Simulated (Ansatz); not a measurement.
# ScAl2: how settings move the results

The task, for ScAl2: sweep the occupation rule and width.

Program: Ansatz 0.2.0. Level of theory: DFT PBEsol, scalar-relativistic, plane waves, PAW. These are calculated values, not measurements.

### 1 The system as given

It takes space group Fd-3m (No. 227, cubic). Conventional cell: a = 7.555 Å, b = 7.555 Å, c = 7.555 Å, α = 90.00°, β = 90.00°, γ = 90.00°. Sc (site symmetry -43m) is surrounded by 12 Al at 3.13 Å and 4 Sc at 3.27 Å. Around Al (site symmetry -3m) lie 6 Al at 2.67 Å and 6 Sc at 3.13 Å.

Coordinates:

```cif
data_structure
_symmetry_space_group_name_H-M 'Fd-3m:1'
_symmetry_Int_Tables_number 227
_cell_length_a 7.5553
_cell_length_b 7.5553
_cell_length_c 7.5553
_cell_angle_alpha 90.000
_cell_angle_beta 90.000
_cell_angle_gamma 90.000
_cell_volume 431.28
loop_
_atom_site_label
_atom_site_type_symbol
_atom_site_symmetry_multiplicity
_atom_site_Wyckoff_symbol
_atom_site_fract_x
_atom_site_fract_y
_atom_site_fract_z
_atom_site_occupancy
Sc1 Sc 8 a 0.50000 0.00000 0.50000 1
Al1 Al 16 d 0.12500 0.62500 0.12500 1
```

The structure comes from the Materials Project (structure only); it is used as listed.

### 2 The base run, which the others are set against

input.yaml reads:

```yaml
crystal:
  lattice:
    - [0.0, 3.7776526849, 3.7776526849]
    - [3.7776526849, 0.0, 3.7776526849]
    - [3.7776526849, 3.7776526849, 0.0]
  atoms:
    - { symbol: Sc, position: [0.5, 0.5, 0.5] }
    - { symbol: Sc, position: [0.75, 0.75, 0.75] }
    - { symbol: Al, position: [0.125, 0.125, 0.125] }
    - { symbol: Al, position: [0.625, 0.125, 0.125] }
    - { symbol: Al, position: [0.125, 0.625, 0.125] }
    - { symbol: Al, position: [0.125, 0.125, 0.625] }
basis:
  ecutwfc: 420
kpoints:
  mp_grid: { grid: [8, 8, 8] }
hamiltonian:
  xc: pbesol
scf:
  occupations: { method: gaussian, width: 0.1 }
output:
  forces: true
  stress: true
  eigenvalues: true
  populations: true
  write_density: true
  write_potential: true
  elf: true
  volumetric_format: npy
```

It was run beforehand and gave: -1053.9768 eV/atom at zero smearing, pressure -1.03 GPa, largest force 0.000 eV/Å, no gap on the mesh, in 6 SCF cycles and 12 s.

### 3 Occupation rule and width: Gaussian 0.02 eV

input.yaml reads:

```yaml
crystal:
  lattice:
    - [0.0, 3.7776526849, 3.7776526849]
    - [3.7776526849, 0.0, 3.7776526849]
    - [3.7776526849, 3.7776526849, 0.0]
  atoms:
    - { symbol: Sc, position: [0.5, 0.5, 0.5] }
    - { symbol: Sc, position: [0.75, 0.75, 0.75] }
    - { symbol: Al, position: [0.125, 0.125, 0.125] }
    - { symbol: Al, position: [0.625, 0.125, 0.125] }
    - { symbol: Al, position: [0.125, 0.625, 0.125] }
    - { symbol: Al, position: [0.125, 0.125, 0.625] }
basis:
  ecutwfc: 420
kpoints:
  mp_grid: { grid: [8, 8, 8] }
hamiltonian:
  xc: pbesol
scf:
  occupations: { method: gaussian, width: 0.02 }
output:
  forces: true
  stress: true
  eigenvalues: true
```

On the command line:

```
ansatz run input.yaml --threads 1 --pin off --max-ram 2560MiB --backend cpu --events-out ev --progress --plain --runs-dir out
```

### 4 Occupation rule and width set to Fermi–Dirac 0.1 eV

input.yaml: that of step 3 with these lines changed.

```diff
@@ -19,3 +19,3 @@
 scf:
-  occupations: { method: gaussian, width: 0.02 }
+  occupations: { method: fermi_dirac, width: 0.1 }
 output:
```

### 5 Occupation rule and width: Fermi–Dirac 0.2 eV

input.yaml: that of step 4 with these lines changed.

```diff
@@ -19,3 +19,3 @@
 scf:
-  occupations: { method: fermi_dirac, width: 0.1 }
+  occupations: { method: fermi_dirac, width: 0.2 }
 output:
```

### 6 Occupation rule and width set to Fermi–Dirac 0.3 eV

input.yaml: that of step 5 with these lines changed.

```diff
@@ -19,3 +19,3 @@
 scf:
-  occupations: { method: fermi_dirac, width: 0.2 }
+  occupations: { method: fermi_dirac, width: 0.3 }
 output:
```

### 7 Occupation rule and width set to Fermi–Dirac 0.5 eV

input.yaml: that of step 6 with these lines changed.

```diff
@@ -19,3 +19,3 @@
 scf:
-  occupations: { method: fermi_dirac, width: 0.3 }
+  occupations: { method: fermi_dirac, width: 0.5 }
 output:
```

### 8 Occupation rule and width set to Methfessel–Paxton 0.01 eV

input.yaml: that of step 7 with these lines changed.

```diff
@@ -19,3 +19,3 @@
 scf:
-  occupations: { method: fermi_dirac, width: 0.5 }
+  occupations: { method: methfessel_paxton, width: 0.01 }
 output:
```

### 9 Occupation rule and width set to Methfessel–Paxton 0.05 eV

input.yaml: that of step 8 with these lines changed.

```diff
@@ -19,3 +19,3 @@
 scf:
-  occupations: { method: methfessel_paxton, width: 0.01 }
+  occupations: { method: methfessel_paxton, width: 0.05 }
 output:
```

### 10 Occupation rule and width: Methfessel–Paxton 0.3 eV

input.yaml: that of step 9 with these lines changed.

```diff
@@ -19,3 +19,3 @@
 scf:
-  occupations: { method: methfessel_paxton, width: 0.05 }
+  occupations: { method: methfessel_paxton, width: 0.3 }
 output:
```

### 11 Occupation rule and width set to cold 0.01 eV

input.yaml: that of step 10 with these lines changed.

```diff
@@ -19,3 +19,3 @@
 scf:
-  occupations: { method: methfessel_paxton, width: 0.3 }
+  occupations: { method: cold, width: 0.01 }
 output:
```

### 12 Occupation rule and width set to cold 0.02 eV

input.yaml: that of step 11 with these lines changed.

```diff
@@ -19,3 +19,3 @@
 scf:
-  occupations: { method: cold, width: 0.01 }
+  occupations: { method: cold, width: 0.02 }
 output:
```

### 13 Occupation rule and width: cold 0.3 eV

input.yaml: that of step 12 with these lines changed.

```diff
@@ -19,3 +19,3 @@
 scf:
-  occupations: { method: cold, width: 0.02 }
+  occupations: { method: cold, width: 0.3 }
 output:
```

### 14 Occupation rule and width set to tetrahedron

input.yaml: that of step 13 with these lines changed.

```diff
@@ -19,3 +19,3 @@
 scf:
-  occupations: { method: cold, width: 0.3 }
+  occupations: { method: tetrahedron }
 output:
```

(Steps that only read results are left out.)

Q: Predict the outcome of the series: the values and the trend.

The runs gave:

```
                                       quantity                              value
largest energy shift, occupation rule and width  -3.32 meV/atom at Fermi–Dirac 0.2
```

**Reading.** Smearing shifts the free energy by as much as 232 meV/atom (Fermi–Dirac 0.5); extrapolating to zero width leaves 3.32 at most. For the widths that shift F most, the extrapolation takes out most of the shift. In a metal, forces and stress under tetrahedra need not match the slope of their energy.
